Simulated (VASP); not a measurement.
Crystal: BN.

```
N B
1.0
     2.49824    0.00000    0.00000
    -1.24912    2.16354    0.00000
     0.00000    0.00000    6.63570
N B
2 2
Direct
  0.66667 0.33333 0.25000
  0.33333 0.66667 0.75000
  0.66667 0.33333 0.75000
  0.33333 0.66667 0.25000
```

Base run:

| Property | Result |
| --- | --- |
| Program | VASP 6.6.1 |
| Functional | RPBE |
| Potentials or basis | VASP PAW PBE potentials, release 64 (N_GW, B_GW) |
| Cutoff | 550 eV |
| k mesh | 12 × 12 × 4 |
| Occupations | gaussian, width 0.05 eV |
| Spin | no spin polarisation |

Its results: band gap on the k mesh 4.41 eV, indirect (least direct gap 4.75 eV); pressure 8.5 GPa.

The run is repeated on the same cell with these changes: functional from RPBE to BEEF-vdW; cutoff from 550 eV to 600 eV. What comes out?

Band gap on the k mesh 4.51 eV, indirect (least direct gap 4.86 eV); pressure 4.4 GPa.

Caveats: the PAW data sets were made with another functional, which shifts forces and pressure a little; this functional lacks dispersion, which binds the layers, so the pressure and a relaxed spacing across them are unreliable (some runs).

A k mesh can miss the band edges.
